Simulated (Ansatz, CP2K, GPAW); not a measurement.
**Sb: 3 runs at one level of theory**

```
Sb
1.0
     3.35453    0.00000    0.00000
    -1.67727    2.90511    0.00000
     0.00000    0.00000    5.47016
Sb
2
Direct
  0.66667 0.33333 0.75000
  0.33333 0.66667 0.25000
```

This isn't the form of Sb at room conditions, which is rhombohedral.

Alike in all runs: task single point; functional LDA; k mesh 9 × 9 × 5; occupations gaussian, width 0.05 eV; no spin polarisation; no spin-orbit coupling. LDA stands for any of its common fits. Pressure is positive in compression and, in plane waves, holds the error of the finite cutoff.

```csv
program and potentials,plane-wave cutoff (eV),notes,pressure (GPa)
"GPAW, the program's PAW data sets (release 1.2.1) made for this functional",600,15 valence electrons an atom on average,-2.97
"CP2K, GTH_POTENTIALS Sb GTH-PADE-q5; TZVP-MOLOPT-PBE-GTH basis",-,atomic basis; 5 valence electrons an atom on average,-1.52
"Ansatz, all-electron LAPW, scalar-relativistic",-,-,?
```

Estimate from the other rows what the run with Ansatz, all-electron LAPW, scalar-relativistic gave.

Pressure -2.62 GPa. The other rows, which needn't bracket it: pressure -2.97 to -1.52.
